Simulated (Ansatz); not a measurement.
## Varying the input for Mg

All trials start from this Ansatz input:

```yaml
crystal:
  lattice:
    - [-1.83599163, 1.83599163, 1.67940402]
    - [1.83599163, -1.83599163, 1.67940402]
    - [1.83599163, 1.83599163, -1.67940402]
  atoms:
    - { symbol: Mg, position: [0.0, 0.0, 0.0] }
basis:
  ecutwfc: 420
kpoints:
  mp_grid: { grid: [6, 6, 6] }
hamiltonian:
  xc: pbe
scf:
  occupations: { method: gaussian, width: 0.1 }
output:
  forces: true
  stress: true
  eigenvalues: true
```

Command:

```bash
ansatz run input.yaml --threads 1 --pin off --max-ram 1331MiB --backend cpu --events-out ev --progress --plain --runs-dir out
```

The run converges in 6 SCF iterations on 30 irreducible k-points: pressure 0.64 GPa, no gap.

Settings here are deliberately varied, not converged. Each trial's input is given as a difference from the reference's; energies are extrapolated to zero smearing where there is one, and pressure is positive in compression. Charged cells sit in a uniform background, and their pressures hang on that convention.

Trial 1:

```diff
 kpoints:
-  mp_grid: { grid: [6, 6, 6] }
+  mp_grid: { grid: [4, 7, 5] }
 hamiltonian:
-  xc: pbe
+  xc: lda
 scf:
-  occupations: { method: gaussian, width: 0.1 }
+  occupations: { method: fixed }
+  max_iter: 68
+magnetization:
+  spin_polarized: true
```

The run converges in 6 SCF iterations on 71 irreducible k-points: pressure -1.71 GPa, no gap, cell moment 0.00 μB. It warns that bands overlap at the filling; that the bands looked metallic on the way; that no starting moments were given; that the mesh lowers the symmetry.

Trial 2:

```diff
 kpoints:
-  mp_grid: { grid: [6, 6, 6] }
+  mp_grid: { grid: [4, 4, 4], shift: [0.02, 0.24, 0.61] }
 scf:
+  n_extra_bands: 1
```

The run converges in 6 SCF iterations on 64 irreducible k-points: energy 52.0 meV per atom below the reference, pressure 0.52 GPa, no gap. It warns that the mesh lowers the symmetry.

Trial 3:

```diff
+total_charge: -2
 scf:
-  occupations: { method: gaussian, width: 0.1 }
+  occupations: { method: methfessel_paxton, width: 0.15 }
+  mixing: { algorithm: msr1, ndim: 2 }
+  initial_density: { chi_scale: 0, normalization: atom }
+  max_iter: 99
```

The run converges in 8 SCF iterations on 30 irreducible k-points: pressure -18.34 GPa (with the neutralising background of the charged cell), no gap.

Trial 4 (strained):

```diff
 crystal:
   lattice:
-    - [-1.83599163, 1.83599163, 1.67940402]
-    - [1.83599163, -1.83599163, 1.67940402]
-    - [1.83599163, 1.83599163, -1.67940402]
+    - [-1.8395314483, 1.8433851037, 1.7113003298]
+    - [1.8144825771, -1.8531586431, 1.6946007262]
+    - [1.8453323367, 1.8589595316, -1.7219851538]
-basis:
-  ecutwfc: 420
+basis: {}
 kpoints:
-  mp_grid: { grid: [6, 6, 6] }
+  mp_grid: { grid: [2, 2, 2] }
 scf:
-  occupations: { method: gaussian, width: 0.1 }
+  occupations: { method: cold, width: 0.07 }
+  mixing: { algorithm: broyden, ndim: 12, preconditioner: kerker }
+  max_iter: 100
 output:
+  optics: { e_range: [0, 10], sigma: 0.2 }
```

The run converges in 10 SCF iterations on 8 irreducible k-points: energy 1.21 eV per atom above the reference, pressure 1.78 GPa, no gap. It warns that optics were asked on partly filled bands.